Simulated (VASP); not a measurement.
CdTe:

```
CELL_PARAMETERS angstrom
0.00000 3.20500 3.20500
3.20500 0.00000 3.20500
3.20500 3.20500 0.00000
ATOMIC_POSITIONS crystal
Cd 0.00000 0.00000 0.00000
Te 0.25000 0.25000 0.25000
```

* Program: VASP 6.6.1
* Task: relaxation of cell and atoms
* Functional: PBEsol
* Potentials or basis: VASP PAW PBE potentials, release 64 (Cd, Te)
* Cutoff: 600 eV
* k mesh: 8 × 8 × 8
* Occupations: gaussian, width 0.02 eV
* Spin: no spin polarisation

At the start: pressure 1.8 GPa; volume 32.92 Å³/atom.

**Question.** Where does the relaxation end?

**Answer.** Over 3 steps the energy falls by 7.3 meV/atom and the volume is 34.26 Å³/atom (+4.1 %); space group F-43m (No. 216, to 0.05 Å).

The path:
```csv
step,energy change (eV),largest force (eV/Å),pressure (GPa),volume (Å³)
1,0.0000,0.0000,1.81,65.84
2,-0.0130,0.0000,-0.56,69.45
3,-0.0145,0.0000,-0.01,68.51
```

Final structure:
```yaml
crystal:
  lattice:
    - [0.00000, 3.24771, 3.24771]
    - [3.24771, 0.00000, 3.24771]
    - [3.24771, 3.24771, 0.00000]
  atoms:
    - { symbol: Cd, position: [0.00000, 0.00000, 0.00000] }
    - { symbol: Te, position: [0.25000, 0.25000, 0.25000] }
```

Caveat: the PAW data sets were made with another functional, which shifts forces and pressure a little.
